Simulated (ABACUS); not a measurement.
Runs of ABACUS 3.10.1 on I. The structure is orthorhombic, space group Fmmm (No. 69). The conventional cell has a = 4.384 Å, b = 4.731 Å, c = 7.820 Å, α = 90.00°, β = 90.00°, γ = 90.00°. I (site symmetry mmm) has 4 I at 3.23 Å as nearest neighbours. 

```tsv
task	level	potentials or basis	cell	k mesh	cutoff (eV)	SCF threshold on the density	eigensolver	symmetry key	threshold of the eigensolver	points for each segment of the path	gap on the mesh (eV)	pressure (GPa)	relaxed volume (Å³/atom)
single point	HLE16	Ansatz NC PBE, plane waves	as given	7 × 7 × 7	966	1e-08	dav	1	-	-	none	(b)	-
relaxation of cell and atoms	OLYP	SG15 ONCV 1.2 PBE, plane waves	relaxed	7 × 7 × 7	966	1e-08	dav	1	-	-	none	0.0	55.74
relaxation of cell and atoms	HLE16	Ansatz NC PBE, plane waves	relaxed	7 × 7 × 7	966	1e-08	dav	1	-	-	none	0.0	61.43
single point	OLYP	SG15 ONCV 1.2 PBE, plane waves	as given	7 × 7 × 7	966	1e-08	dav	1	-	-	none	2.6	-
single point	BLYP	PseudoDojo NC SR 0.5 PBE standard, DZP LCAO (the cutoffs set its grid)	as given	8 × 8 × 8	1361	1e-07	scalapack_gvx	1	-	-	none	(a)	-
```

Alike in all rows: no spin polarisation; smearing fermi-dirac 0.05 eV.

Estimate the missing entries.

(a) 4.0; (b) -1.0.

Caveats: the potentials were made for another functional, which shifts forces and pressure; an odd number of electrons without spin polarisation forces a metal; a magnetic or distorted state may lie lower; the potentials were made for a functional far from this one (some runs); the volume moved by over 15 % at a fixed basis, so the end points are rough (some runs); the atomic orbitals were generated for these runs and aren't a published set (some runs); the basis of atomic orbitals isn't converged, which shifts pressures, moduli and gaps (some runs).

A k mesh can miss the band edges, and the runs leave out spin-orbit coupling on I.

A gap of «none» marks a metal or a gap under the smearing width.

The runs don't all hold the same shells in valence.
